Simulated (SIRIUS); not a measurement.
# HfH2 (I4/mmm) in SIRIUS: convergence with empty bands

Aim: find how far empty bands must go before the results for HfH2 settle, at LDA. This setting moves, with any that are tied to it; all else stays.

Program: SIRIUS 7.10.0. These are calculated values, not measurements. Logs are shortened: lines on timing, memory, paths and dates and some standing lists are left out, and cuts for length are marked. The log counts tension as positive stress, the text compression.

### 1 The structure

It takes space group I4/mmm (No. 139, tetragonal). The conventional cell has a = 3.478 Å, b = 3.478 Å, c = 4.361 Å, α = 90.00°, β = 90.00°, γ = 90.00°. Hf (site symmetry 4/mmm) is surrounded by 8 H at 2.05 Å. H (site symmetry -4m2) has 4 Hf at 2.05 Å and 2 H at 2.18 Å as nearest neighbours.

### 2 With empty bands 1

The input, sirius.json:

```json
{
  "control": {
    "processing_unit": "cpu",
    "verbosity": 2,
    "num_bands_to_print": 8,
    "print_forces": true,
    "print_stress": true
  },
  "parameters": {
    "electronic_structure_method": "pseudopotential",
    "xc_functionals": ["XC_LDA_X", "XC_LDA_C_PW"],
    "gk_cutoff": 8.0,
    "pw_cutoff": 22.6,
    "ngridk": [9, 9, 9],
    "shiftk": [0, 0, 0],
    "smearing": "fermi_dirac",
    "smearing_width": 0.0018374661,
    "num_bands": 8,
    "num_mag_dims": 0,
    "num_dft_iter": 100,
    "energy_tol": 1e-08,
    "density_tol": 1e-06
  },
  "iterative_solver": {
    "type": "davidson",
    "min_tolerance": 1e-10
  },
  "mixer": {
    "type": "anderson",
    "beta": 0.7,
    "max_history": 8
  },
  "settings": {
    "tol_ne": 1e-10
  },
  "unit_cell": {
    "lattice_vectors": [
      [-3.286233730724, 3.286233730724, 4.120547814746],
      [3.286233730724, -3.286233730724, 4.120547814746],
      [3.286233730724, 3.286233730724, -4.120547814746]
    ],
    "atom_coordinate_units": "lattice",
    "atom_types": ["Hf", "H"],
    "atom_files": {
      "Hf": "Hf.json",
      "H": "H.json"
    },
    "atoms": {
      "Hf": [
        [0.0, 0.0, 0.0]
      ],
      "H": [
        [0.25, 0.75, 0.5],
        [0.75, 0.25, 0.5]
      ]
    }
  }
}
```

Potentials or basis: JTH 2.0 LDA (PAW).

The run is started by

```bash
$ upf_to_json Hf.LDA_PW-JTH.UPF
$ upf_to_json H.LDA_PW-JTH.UPF
$ OMP_NUM_THREADS=1 sirius.scf --input=sirius.json --output=out.json --task=0
```

The program printed:

```text
[info] SIRIUS version : 7.10.0
[info] number of MPI ranks           : 1
[info] MPI grid                      : 1 1
[info] maximum number of OMP threads : 1
[fft] FFT context for density and potential
[fft] =====================================
[fft]   comm size                             : 1
[fft]   plane wave cutoff                     : 22.6
[fft]   grid size                             : 48 48 48   total : 110592
[fft]   grid limits                           : -23 24   -23 24   -23 24
[fft]   number of G-vectors within the cutoff : 17353
[fft]   local number of G-vectors             : 17353
[fft]   number of G-shells                    : 2470
[fft] FFT context for coarse grid
[fft] =====================================
[fft]   comm size                             : 1
[fft]   plane wave cutoff                     : 16
[fft]   grid size                             : 36 36 36   total : 46656
[fft]   grid limits                           : -17 18   -17 18   -17 18
[fft]   number of G-vectors within the cutoff : 6133
[fft]   local number of G-vectors             : 6133
[fft]   number of G-shells                    : 921
[unit cell] lattice vectors
[unit cell]   a1 :      -3.2862337307      3.2862337307      4.1205478147
[unit cell]   a2 :       3.2862337307     -3.2862337307      4.1205478147
[unit cell]   a3 :       3.2862337307      3.2862337307     -4.1205478147
[unit cell] reciprocal lattice vectors
[unit cell]   b1 :      -0.0000000000      0.9559857609      0.7624211136
[unit cell]   b2 :       0.9559857609     -0.0000000000      0.7624211136
[unit cell]   b3 :       0.9559857609      0.9559857609      0.0000000000
[unit cell] unit cell volume :       177.99665768 [a.u.^3]
[unit cell] 1/sqrt(omega)    :         0.07495387
[unit cell] MT volume        :         0.00000000 ( 0.00%)
[unit cell] IT volume        :       177.99665768 (100.00%)
[unit cell] number of atom types : 2
[... 518 lines left out ...]
[ground_state] -3819.429774    0.000000    0.000000
[ground_state]     0.000000-3819.429774    0.000000
[ground_state]     0.000000    0.000000-3385.929348
[ground_state] === stress_ewald ===
[ground_state] 21543.966341   -0.000000   -0.000000
[ground_state]    -0.00000021543.966341   -0.000000
[ground_state]    -0.000000   -0.00000022674.400246
[ground_state] === stress_vloc ===
[ground_state] -36173.450027    0.000000    0.000000
[ground_state]     0.000000-36173.450027    0.000000
[ground_state]     0.000000    0.000000-37613.730824
[ground_state] === stress_xc ===
[ground_state] -6852.864918    0.000000    0.000000
[ground_state]     0.000000-6852.864918    0.000000
[ground_state]     0.000000    0.000000-6852.864918
[ground_state] === stress_core ===
[ground_state] 11699.713611   -0.000000   -0.000000
[ground_state]    -0.00000011699.713611   -0.000000
[ground_state]    -0.000000   -0.00000011697.758060
[ground_state] === stress_nonloc ===
[ground_state] 10193.577283   -0.000000   -0.000000
[ground_state]    -0.00000010193.577283   -0.000000
[ground_state]    -0.000000   -0.00000010168.990812
[ground_state] === stress_us ===
[ground_state] 10648.829446   -0.000000   -0.000000
[ground_state]    -0.00000010648.829446   -0.000000
[ground_state]    -0.000000   -0.00000010625.160170
[ground_state] === stress_us_nl ===
[ground_state] 20842.406729   -0.000000   -0.000000
[ground_state]    -0.00000020842.406729   -0.000000
[ground_state]    -0.000000   -0.00000020794.150982
[ground_state] === stress_total ===
[ground_state]    86.239206    0.000000    0.000000
[ground_state]     0.000000   86.239206    0.000000
[ground_state]     0.000000    0.000000   88.240930
[ground_state] ==== total Forces in Ha/bohr =====
[ground_state] atom:    0, force:       0.0000000      0.0000000      0.0000000
[ground_state] atom:    1, force:      -0.0000000     -0.0000000      0.0000000
[ground_state] atom:    2, force:      -0.0000000      0.0000000     -0.0000000
[ground_state] ==== ultrasoft contribution from Qij =====
[ground_state] atom:    0, force:       0.0000000      0.0000000      0.0000000
[ground_state] atom:    1, force:       0.0000000     -0.0000000      0.0000000
[ground_state] atom:    2, force:       0.0000000      0.0000000      0.0000000
[ground_state] ==== non-local contribution from Beta-projector =====
[ground_state] atom:    0, force:       0.0000000      0.0000000      0.0000000
[ground_state] atom:    1, force:      -0.0000000     -0.0000000      0.0000000
[ground_state] atom:    2, force:      -0.0000000      0.0000000     -0.0000000
[ground_state] ==== contribution from local potential =====
[ground_state] atom:    0, force:       0.0000000      0.0000000      0.0000000
[ground_state] atom:    1, force:       0.0000000      0.0000000      0.0000000
[ground_state] atom:    2, force:      -0.0000000     -0.0000000      0.0000000
[ground_state] ==== contribution from core density =====
[ground_state] atom:    0, force:       0.0000000      0.0000000      0.0000000
[ground_state] atom:    1, force:       0.0000000      0.0000000      0.0000000
[ground_state] atom:    2, force:       0.0000000      0.0000000      0.0000000
[ground_state] ==== Ewald forces from ions =====
[ground_state] atom:    0, force:       0.0000000      0.0000000      0.0000000
[ground_state] atom:    1, force:       0.0000000     -0.0000000      0.0000000
[ground_state] atom:    2, force:       0.0000000     -0.0000000      0.0000000
[~DFT_ground_state] local op. applied: 37781
[~DFT_ground_state] evp. work count: 20651.2
[~DFT_ground_state] number of iterative solver steps: 3488
```

Run time: 56 s. Hardware: 1 thread of Arm Neoverse V1, shared host; peak memory 0.46 GiB.

Results:

```yaml
Free_energy: -9260.7452 eV
Pressure: -8.7 GPa
Band_gap_on_the_k_mesh: none (metal or under the smearing width)
```

### 3 With empty bands 2

Changes to sirius.json since step 2:

```diff
@@ -4,3 +4,3 @@
     "verbosity": 2,
-    "num_bands_to_print": 8,
+    "num_bands_to_print": 9,
     "print_forces": true,
@@ -17,3 +17,3 @@
     "smearing_width": 0.0018374661,
-    "num_bands": 8,
+    "num_bands": 9,
     "num_mag_dims": 0,
@@ -37,6 +37,7 @@
     "lattice_vectors": [
-      [-3.286233730724, 3.286233730724, 4.120547814746],
-      [3.286233730724, -3.286233730724, 4.120547814746],
-      [3.286233730724, 3.286233730724, -4.120547814746]
+      [-0.52909172215, 0.52909172215, 0.663418343961],
+      [0.52909172215, -0.52909172215, 0.663418343961],
+      [0.52909172215, 0.52909172215, -0.663418343961]
     ],
+    "lattice_vectors_scale": 6.2110851354,
     "atom_coordinate_units": "lattice",
```

Potentials or basis: JTH 2.0 LDA (PAW).

The run is started by

```bash
$ upf_to_json Hf.LDA_PW-JTH.UPF
$ upf_to_json H.LDA_PW-JTH.UPF
$ OMP_NUM_THREADS=1 sirius.scf --input=sirius.json --output=out.json --task=0
```

Run time: 54 s. Hardware: 1 thread of Arm Neoverse V1, shared host; peak memory 0.46 GiB.

The run converged. Its results:

```
Free energy            : -9260.7452 eV
Pressure               : -8.7 GPa
Band gap on the k mesh : none (metal or under the smearing width)
```

### 4 With empty bands 3

Changes to sirius.json since step 3:

```diff
@@ -4,3 +4,3 @@
     "verbosity": 2,
-    "num_bands_to_print": 9,
+    "num_bands_to_print": 10,
     "print_forces": true,
@@ -17,3 +17,3 @@
     "smearing_width": 0.0018374661,
-    "num_bands": 9,
+    "num_bands": 10,
     "num_mag_dims": 0,
@@ -37,7 +37,6 @@
     "lattice_vectors": [
-      [-0.52909172215, 0.52909172215, 0.663418343961],
-      [0.52909172215, -0.52909172215, 0.663418343961],
-      [0.52909172215, 0.52909172215, -0.663418343961]
+      [-3.286233730724, 3.286233730724, 4.120547814746],
+      [3.286233730724, -3.286233730724, 4.120547814746],
+      [3.286233730724, 3.286233730724, -4.120547814746]
     ],
-    "lattice_vectors_scale": 6.2110851354,
     "atom_coordinate_units": "lattice",
```

The run is started by

```bash
$ upf_to_json Hf.LDA_PW-JTH.UPF
$ upf_to_json H.LDA_PW-JTH.UPF
$ OMP_NUM_THREADS=1 sirius.scf --input=sirius.json --output=out.json --task=0
```

Run time: 55 s. Hardware: 1 thread of Arm Neoverse V1, shared host; peak memory 0.46 GiB.

It converged, with:

```
Free energy            : -9260.7452 eV
Pressure               : -8.7 GPa
Band gap on the k mesh : none (metal or under the smearing width)
```

### 5 With empty bands 4

Changes to sirius.json since step 4:

```diff
@@ -4,3 +4,3 @@
     "verbosity": 2,
-    "num_bands_to_print": 10,
+    "num_bands_to_print": 11,
     "print_forces": true,
@@ -17,3 +17,3 @@
     "smearing_width": 0.0018374661,
-    "num_bands": 10,
+    "num_bands": 11,
     "num_mag_dims": 0,
@@ -37,6 +37,7 @@
     "lattice_vectors": [
-      [-3.286233730724, 3.286233730724, 4.120547814746],
-      [3.286233730724, -3.286233730724, 4.120547814746],
-      [3.286233730724, 3.286233730724, -4.120547814746]
+      [-0.52909172215, 0.52909172215, 0.663418343961],
+      [0.52909172215, -0.52909172215, 0.663418343961],
+      [0.52909172215, 0.52909172215, -0.663418343961]
     ],
+    "lattice_vectors_scale": 6.2110851354,
     "atom_coordinate_units": "lattice",
```

The run is started by

```bash
$ upf_to_json Hf.LDA_PW-JTH.UPF
$ upf_to_json H.LDA_PW-JTH.UPF
$ OMP_NUM_THREADS=1 sirius.scf --input=sirius.json --output=out.json --task=0
```

It took 60 s on 1 thread of Arm Neoverse V1, shared host; peak memory 0.46 GiB.

It converged, with:

```
Free energy            : -9260.7452 eV
Pressure               : -8.7 GPa
Band gap on the k mesh : none (metal or under the smearing width)
```

### 6 With empty bands 6

Changes to sirius.json since step 5:

```diff
@@ -4,3 +4,3 @@
     "verbosity": 2,
-    "num_bands_to_print": 11,
+    "num_bands_to_print": 13,
     "print_forces": true,
@@ -17,3 +17,3 @@
     "smearing_width": 0.0018374661,
-    "num_bands": 11,
+    "num_bands": 13,
     "num_mag_dims": 0,
@@ -37,7 +37,6 @@
     "lattice_vectors": [
-      [-0.52909172215, 0.52909172215, 0.663418343961],
-      [0.52909172215, -0.52909172215, 0.663418343961],
-      [0.52909172215, 0.52909172215, -0.663418343961]
+      [-3.286233730724, 3.286233730724, 4.120547814746],
+      [3.286233730724, -3.286233730724, 4.120547814746],
+      [3.286233730724, 3.286233730724, -4.120547814746]
     ],
-    "lattice_vectors_scale": 6.2110851354,
     "atom_coordinate_units": "lattice",
```

Potentials or basis: JTH 2.0 LDA (PAW).

The run is started by

```bash
$ upf_to_json Hf.LDA_PW-JTH.UPF
$ upf_to_json H.LDA_PW-JTH.UPF
$ OMP_NUM_THREADS=1 sirius.scf --input=sirius.json --output=out.json --task=0
```

It took 59 s on 1 thread of Arm Neoverse V1, shared host; peak memory 0.47 GiB.

It converged, with:

```
Free energy            : -9260.7452 eV
Pressure               : -8.7 GPa
Band gap on the k mesh : none (metal or under the smearing width)
```

### 7 With empty bands 10

Changes to sirius.json since step 6:

```diff
@@ -4,3 +4,3 @@
     "verbosity": 2,
-    "num_bands_to_print": 13,
+    "num_bands_to_print": 17,
     "print_forces": true,
@@ -17,3 +17,3 @@
     "smearing_width": 0.0018374661,
-    "num_bands": 13,
+    "num_bands": 17,
     "num_mag_dims": 0,
@@ -37,6 +37,7 @@
     "lattice_vectors": [
-      [-3.286233730724, 3.286233730724, 4.120547814746],
-      [3.286233730724, -3.286233730724, 4.120547814746],
-      [3.286233730724, 3.286233730724, -4.120547814746]
+      [-0.52909172215, 0.52909172215, 0.663418343961],
+      [0.52909172215, -0.52909172215, 0.663418343961],
+      [0.52909172215, 0.52909172215, -0.663418343961]
     ],
+    "lattice_vectors_scale": 6.2110851354,
     "atom_coordinate_units": "lattice",
```

The run is started by

```bash
$ upf_to_json Hf.LDA_PW-JTH.UPF
$ upf_to_json H.LDA_PW-JTH.UPF
$ OMP_NUM_THREADS=1 sirius.scf --input=sirius.json --output=out.json --task=0
```

Run time: 66 s. Hardware: 1 thread of Arm Neoverse V1, shared host; peak memory 0.47 GiB.

Results (log left out):

```yaml
Free_energy: -9260.7452 eV
Pressure: -8.7 GPa
Band_gap_on_the_k_mesh: none (metal or under the smearing width)
```

### 8 With empty bands 16

Changes to sirius.json since step 7:

```diff
@@ -4,3 +4,3 @@
     "verbosity": 2,
-    "num_bands_to_print": 17,
+    "num_bands_to_print": 23,
     "print_forces": true,
@@ -17,3 +17,3 @@
     "smearing_width": 0.0018374661,
-    "num_bands": 17,
+    "num_bands": 23,
     "num_mag_dims": 0,
@@ -37,7 +37,6 @@
     "lattice_vectors": [
-      [-0.52909172215, 0.52909172215, 0.663418343961],
-      [0.52909172215, -0.52909172215, 0.663418343961],
-      [0.52909172215, 0.52909172215, -0.663418343961]
+      [-3.286233730724, 3.286233730724, 4.120547814746],
+      [3.286233730724, -3.286233730724, 4.120547814746],
+      [3.286233730724, 3.286233730724, -4.120547814746]
     ],
-    "lattice_vectors_scale": 6.2110851354,
     "atom_coordinate_units": "lattice",
```

The run is started by

```bash
$ upf_to_json Hf.LDA_PW-JTH.UPF
$ upf_to_json H.LDA_PW-JTH.UPF
$ OMP_NUM_THREADS=1 sirius.scf --input=sirius.json --output=out.json --task=0
```

Run time: 79 s. Hardware: 1 thread of Arm Neoverse V1, shared host; peak memory 0.48 GiB.

The run converged. Its results:

```
Free energy            : -9260.7452 eV
Pressure               : -8.7 GPa
Band gap on the k mesh : none (metal or under the smearing width)
```

### 9 Result

| empty bands | energy less the tightest run, at zero smearing (meV/atom) | SCF cycles | CPU time (s) | peak memory (GiB) |
| --- | --- | --- | --- | --- |
| 1 | 0.00 | 27 | 56 | 0.46 |
| 2 | 0.00 | 25 | 54 | 0.46 |
| 3 | 0.00 | 25 | 55 | 0.46 |
| 4 | 0.00 | 25 | 60 | 0.46 |
| 6 | 0.00 | 22 | 59 | 0.47 |
| 10 | 0.00 | 19 | 66 | 0.47 |
| 16 | 0.00 | 17 | 79 | 0.48 |

Against the tightest run, the energy stays within 1 meV/atom from 1 on. The tightest run that finished is the yardstick and may itself not be fully converged.
